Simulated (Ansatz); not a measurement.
**Heat of formation of C2H2Cl2 (trans-1,2-dichloroethylene) from total energies**

C2H2Cl2: 6 atoms, total charge 0, spin state singlet. SMILES: `Cl/C=C/Cl`. Geometry: relaxed at PBE0-D4/def2-TZVP.

Total energies at B2PLYP/def2-SVPD, 12 core orbitals frozen (Ansatz 0.2.0); the atoms run unrestricted:

| species | state | energy (Eh) |
| --- | --- | --- |
| C2H2Cl2 | singlet | -997.083360 |
| Cl | doublet | -459.859256 |
| C | triplet | -37.778074 |
| H | doublet | -0.497926 |

Harmonic wavenumbers at PBE0-D4/def2-TZVP, in cm⁻¹: 217, 239, 358, 812, 854, 873, 937, 1217, 1299, 1670, 3232, 3234.

Measured heats of formation of the gaseous atoms at 298.15 K, in kJ/mol: Cl 121.3, C 716.9, H 218.0. Spin-orbit lowering of the atoms at 298 K (mean of the ground term's levels less their thermal mean, from spectra), in kJ/mol: Cl 3.44, C 0.02. Take 1 Eh = 2625.50 kJ/mol, 1 cm⁻¹ = 0.0119627 kJ/mol, RT = 2.479 kJ/mol.

Task: Work out the heat of formation of the gas at 298 K.

Result: 
1. Electronic atomisation energy: 2 × (-459.859256) + 2 × (-37.778074) + 2 × (-0.497926) − (-997.083360) = 0.812848 Eh = 2134.1 kJ/mol.
2. Zero-point energy: half the sum of the wavenumbers, 7471 cm⁻¹ = 89.4 kJ/mol.
3. Thermal vibrational enthalpy, Σ hcν̃/(exp(hcν̃/kT) − 1): 4.4 kJ/mol. Translation, rotation and pV of a non-linear molecule: 4 RT = 9.9 kJ/mol.
4. The 6 free atoms carry 5/2 RT each: 37.2 kJ/mol.
5. Spin-orbit coupling lowers the free atoms by 2 × 3.44 + 2 × 0.02 = 6.9 kJ/mol.
6. Atomisation enthalpy at 298 K: 2134.1 − 6.9 − 89.4 − 4.4 − 9.9 + 37.2 = 2060.7 kJ/mol.
7. Sum of the atoms' heats of formation: 2112.4 kJ/mol. Heat of formation: 2112.4 − 2060.7 = +51.7 kJ/mol.

The tabulated value is +5.0 kJ/mol (CRC Handbook of Chemistry and Physics), so this level is off by +46.7 kJ/mol, or 2.2 % of the atomisation enthalpy that the table implies (2107.3 kJ/mol). A double-zeta basis underbinds. Anharmonicity and any spin-orbit splitting of the molecule are left out, and so is core correlation.
